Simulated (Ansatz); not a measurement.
AlSb in the zinc blende structure, quasi-harmonic lattice dynamics with LDA in Ansatz (a quantum-chemistry and plane-wave program). Dynamical quadrupoles are not included in the interpolation of the phonons between the solved wave vectors. Spin-orbit coupling is not included.

```
T (K)  α_L (10⁻⁶/K)  C_P (J/mol/K)  bulk modulus B_T (GPa)     γ
-----  ------------  -------------  ----------------------  ----
150             2.1              ?                    55.1  0.33
350             4.5              ?                    53.6  0.54
500             5.0           48.4                    52.5  0.57
600             5.3           49.0                    51.7  0.58
650             5.4           49.2                    51.4  0.59
750             5.6           49.5                    50.6  0.60
800             5.6           49.6                    50.2  0.60
850             5.7           49.7                    49.9  0.60
```

Q: What belongs in the gaps?

A: 
- 150, C_P (J/mol/K): 36.2
- 350, C_P (J/mol/K): 46.7

The crystal is held in this phase throughout; melting and phase transitions are not modelled.

The PAW data sets were generated under PBE and serve the other functionals too.
